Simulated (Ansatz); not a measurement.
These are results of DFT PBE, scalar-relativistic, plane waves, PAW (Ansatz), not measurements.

Structure of FeS2:

```
CELL_PARAMETERS angstrom
4.43892 0.00000 0.00000
0.00000 5.40978 0.00000
0.00000 0.00000 3.38934
ATOMIC_POSITIONS crystal
Fe 0.00000 0.00000 0.00000
Fe 0.50000 0.50000 0.50000
S 0.20627 0.37518 0.00000
S 0.29373 0.87518 0.50000
S 0.79373 0.62482 0.00000
S 0.70627 0.12482 0.50000
```

Plane waves to 420 eV, a k mesh through Γ of 6×6×8 on the computed 6-atom cell and Gaussian smearing (0.02 eV); no spin polarisation.

Levels along Γ–X–S–Y–Γ–Z–U–R–T–Z | X–U | Y–T | S–R, in eV from a zero inside the gap, sorted by energy at each point. Points in fractions of the primitive reciprocal vectors: Γ (0.000 0.000 0.000), X (0.500 0.000 0.000), S (0.500 0.500 0.000), Y (0.000 0.500 0.000), Z (0.000 0.000 0.500), U (0.500 0.000 0.500), R (0.500 0.500 0.500), T (0.000 0.500 0.500).
| point | k (1/Å, with 2π) | band 25 | band 26 | band 27 | band 28 | band 29 | band 30 | band 31 |
| --- | --- | --- | --- | --- | --- | --- | --- | --- |
| Γ | 0.000 | -1.37 | -1.19 | -1.17 | -0.87 | 0.65 | 0.99 | 2.21 |
| - | 0.101 | -1.38 | -1.19 | -1.15 | -0.91 | 0.72 | 1.00 | 2.12 |
| - | 0.202 | -1.42 | -1.18 | -1.05 | -1.00 | 0.89 | 1.04 | 1.91 |
| - | 0.303 | -1.34 | -1.16 | -1.09 | -0.87 | 1.11 | 1.12 | 1.65 |
| - | 0.404 | -1.19 | -1.16 | -1.14 | -0.64 | 1.24 | 1.35 | 1.44 |
| - | 0.505 | -1.16 | -1.11 | -0.99 | -0.46 | 1.35 | 1.35 | 1.40 |
| - | 0.607 | -1.11 | -1.09 | -0.77 | -0.42 | 1.32 | 1.36 | 1.40 |
| X | 0.708 | -1.09 | -1.09 | -0.56 | -0.56 | 1.40 | 1.40 | 1.46 |
| - | 0.791 | -1.10 | -1.10 | -0.59 | -0.59 | 1.41 | 1.41 | 1.47 |
| - | 0.874 | -1.14 | -1.14 | -0.68 | -0.68 | 1.42 | 1.42 | 1.50 |
| - | 0.957 | -1.19 | -1.19 | -0.81 | -0.81 | 1.37 | 1.37 | 1.54 |
| - | 1.040 | -1.25 | -1.25 | -0.97 | -0.97 | 1.26 | 1.26 | 1.57 |
| - | 1.123 | -1.33 | -1.33 | -1.13 | -1.13 | 1.12 | 1.12 | 1.61 |
| - | 1.206 | -1.45 | -1.45 | -1.27 | -1.27 | 1.01 | 1.01 | 1.63 |
| S | 1.288 | -1.54 | -1.54 | -1.34 | -1.34 | 0.97 | 0.97 | 1.63 |
| - | 1.390 | -1.43 | -1.43 | -1.25 | -1.25 | 0.99 | 0.99 | 1.67 |
| - | 1.491 | -1.30 | -1.30 | -1.10 | -1.10 | 1.04 | 1.04 | 1.78 |
| - | 1.592 | -1.24 | -1.24 | -0.96 | -0.96 | 1.05 | 1.05 | 1.95 |
| - | 1.693 | -1.23 | -1.23 | -0.86 | -0.86 | 0.98 | 0.98 | 2.14 |
| - | 1.794 | -1.24 | -1.24 | -0.80 | -0.80 | 0.85 | 0.85 | 2.09 |
| - | 1.895 | -1.25 | -1.25 | -0.77 | -0.77 | 0.72 | 0.72 | 2.04 |
| Y | 1.996 | -1.24 | -1.24 | -0.76 | -0.76 | 0.66 | 0.66 | 2.03 |
| - | 2.079 | -1.27 | -1.26 | -0.81 | -0.73 | 0.64 | 0.69 | 2.02 |
| - | 2.162 | -1.31 | -1.27 | -0.90 | -0.76 | 0.62 | 0.73 | 2.10 |
| - | 2.245 | -1.35 | -1.16 | -0.98 | -0.85 | 0.59 | 0.79 | 2.17 |
| - | 2.328 | -1.36 | -1.06 | -1.05 | -1.00 | 0.59 | 0.86 | 2.19 |
| - | 2.411 | -1.30 | -1.19 | -1.12 | -0.95 | 0.61 | 0.93 | 2.21 |
| - | 2.494 | -1.37 | -1.22 | -1.16 | -0.89 | 0.64 | 0.98 | 2.21 |
| Γ | 2.577 | -1.37 | -1.19 | -1.17 | -0.87 | 0.65 | 0.99 | 2.21 |
| - | 2.709 | -1.23 | -1.22 | -1.01 | -0.82 | 0.74 | 1.01 | 2.18 |
| - | 2.842 | -1.35 | -1.28 | -0.69 | -0.68 | 0.93 | 1.07 | 1.93 |
| - | 2.974 | -1.38 | -1.35 | -0.58 | -0.51 | 1.09 | 1.14 | 1.45 |
| - | 3.107 | -1.43 | -1.32 | -0.59 | -0.49 | 1.06 | 1.20 | 1.21 |
| - | 3.239 | -1.46 | -1.27 | -0.70 | -0.58 | 0.86 | 1.24 | 1.33 |
| - | 3.371 | -1.41 | -1.25 | -0.83 | -0.74 | 0.89 | 1.26 | 1.36 |
| Z | 3.504 | -1.30 | -1.30 | -0.85 | -0.85 | 1.08 | 1.08 | 1.29 |
| - | 3.605 | -1.29 | -1.29 | -0.85 | -0.85 | 1.04 | 1.04 | 1.31 |
| - | 3.706 | -1.27 | -1.27 | -0.83 | -0.83 | 0.96 | 0.96 | 1.32 |
| - | 3.807 | -1.24 | -1.24 | -0.81 | -0.81 | 0.91 | 0.91 | 1.33 |
| - | 3.908 | -1.22 | -1.22 | -0.80 | -0.80 | 0.91 | 0.91 | 1.35 |
| - | 4.009 | -1.19 | -1.19 | -0.79 | -0.79 | 0.96 | 0.96 | 1.36 |
| - | 4.111 | -1.18 | -1.18 | -0.78 | -0.78 | 1.05 | 1.05 | 1.37 |
| U | 4.212 | -1.17 | -1.17 | -0.78 | -0.78 | 1.09 | 1.09 | 1.38 |
| - | 4.295 | -1.19 | -1.19 | -0.78 | -0.78 | 1.09 | 1.09 | 1.37 |
| - | 4.378 | -1.24 | -1.24 | -0.78 | -0.78 | 1.10 | 1.10 | 1.35 |
| - | 4.460 | -1.32 | -1.32 | -0.79 | -0.79 | 1.13 | 1.13 | 1.31 |
| - | 4.543 | -1.23 | -1.23 | -0.79 | -0.79 | 1.18 | 1.18 | 1.28 |
| - | 4.626 | -1.13 | -1.13 | -0.79 | -0.79 | 1.17 | 1.17 | 1.36 |
| - | 4.709 | -1.04 | -1.04 | -0.80 | -0.80 | 1.13 | 1.13 | 1.53 |
| R | 4.792 | -1.01 | -1.01 | -0.80 | -0.80 | 1.11 | 1.11 | 1.66 |
| - | 4.893 | -1.07 | -1.07 | -0.80 | -0.80 | 1.15 | 1.15 | 1.55 |
| - | 4.995 | -1.22 | -1.22 | -0.81 | -0.81 | 1.09 | 1.09 | 1.55 |
| - | 5.096 | -1.41 | -1.41 | -0.81 | -0.81 | 0.89 | 0.89 | 1.75 |
| - | 5.197 | -1.60 | -1.60 | -0.82 | -0.82 | 0.70 | 0.70 | 1.96 |
| - | 5.298 | -1.75 | -1.75 | -0.82 | -0.82 | 0.56 | 0.56 | 1.99 |
| - | 5.399 | -1.83 | -1.83 | -0.82 | -0.82 | 0.48 | 0.48 | 1.91 |
| T | 5.500 | -1.85 | -1.85 | -0.82 | -0.82 | 0.45 | 0.45 | 1.87 |
| - | 5.583 | -1.77 | -1.77 | -0.82 | -0.82 | 0.47 | 0.47 | 1.85 |
| - | 5.666 | -1.60 | -1.60 | -0.82 | -0.82 | 0.54 | 0.54 | 1.82 |
| - | 5.749 | -1.46 | -1.46 | -0.83 | -0.83 | 0.63 | 0.63 | 1.75 |
| - | 5.832 | -1.36 | -1.36 | -0.84 | -0.84 | 0.75 | 0.75 | 1.66 |
| - | 5.915 | -1.32 | -1.32 | -0.84 | -0.84 | 0.87 | 0.87 | 1.53 |
| - | 5.998 | -1.30 | -1.30 | -0.85 | -0.85 | 1.00 | 1.00 | 1.39 |
| Z | 6.081 | -1.30 | -1.30 | -0.85 | -0.85 | 1.08 | 1.08 | 1.29 |
| X | 6.081 | -1.09 | -1.09 | -0.56 | -0.56 | 1.40 | 1.40 | 1.46 |
| - | 6.213 | -1.12 | -1.12 | -0.56 | -0.56 | 1.01 | 1.01 | 1.73 |
| - | 6.346 | -1.19 | -1.19 | -0.58 | -0.58 | 0.70 | 0.70 | 1.81 |
| - | 6.478 | -1.25 | -1.25 | -0.63 | -0.63 | 0.62 | 0.62 | 1.77 |
| - | 6.610 | -1.31 | -1.31 | -0.71 | -0.71 | 0.71 | 0.71 | 1.69 |
| - | 6.743 | -1.28 | -1.28 | -0.77 | -0.77 | 0.87 | 0.87 | 1.57 |
| - | 6.875 | -1.20 | -1.20 | -0.79 | -0.79 | 1.02 | 1.02 | 1.45 |
| U | 7.008 | -1.17 | -1.17 | -0.78 | -0.78 | 1.09 | 1.09 | 1.38 |
| Y | 7.008 | -1.24 | -1.24 | -0.76 | -0.76 | 0.66 | 0.66 | 2.03 |
| - | 7.140 | -1.23 | -1.23 | -0.69 | -0.69 | 0.74 | 0.74 | 1.96 |
| - | 7.272 | -1.19 | -1.19 | -0.55 | -0.55 | 0.97 | 0.97 | 1.66 |
| - | 7.405 | -1.27 | -1.27 | -0.46 | -0.46 | 1.12 | 1.12 | 1.40 |
| - | 7.537 | -1.43 | -1.43 | -0.50 | -0.50 | 0.80 | 0.80 | 1.69 |
| - | 7.670 | -1.63 | -1.63 | -0.63 | -0.63 | 0.58 | 0.58 | 1.83 |
| - | 7.802 | -1.79 | -1.79 | -0.77 | -0.77 | 0.48 | 0.48 | 1.86 |
| T | 7.935 | -1.85 | -1.85 | -0.82 | -0.82 | 0.45 | 0.45 | 1.87 |
| S | 7.935 | -1.54 | -1.54 | -1.34 | -1.34 | 0.97 | 0.97 | 1.63 |
| - | 8.067 | -1.33 | -1.33 | -1.24 | -1.24 | 1.02 | 1.02 | 1.52 |
| - | 8.199 | -1.12 | -1.12 | -1.11 | -1.11 | 1.13 | 1.13 | 1.37 |
| - | 8.332 | -1.04 | -1.04 | -1.01 | -1.01 | 1.21 | 1.21 | 1.39 |
| - | 8.464 | -1.01 | -1.01 | -0.94 | -0.94 | 1.24 | 1.24 | 1.57 |
| - | 8.597 | -1.01 | -1.01 | -0.89 | -0.89 | 1.21 | 1.21 | 1.82 |
| - | 8.729 | -1.01 | -1.01 | -0.83 | -0.83 | 1.15 | 1.15 | 1.71 |
| R | 8.861 | -1.01 | -1.01 | -0.80 | -0.80 | 1.11 | 1.11 | 1.66 |

A ferromagnetic start lost its moments in a first run, so spin was left out; other magnetic orders weren't tried.

This form isn't the usual stable structure of the compound.

Cost: 1 run of about 1.5 core-minutes, on Arm Neoverse V2 (shared hosts).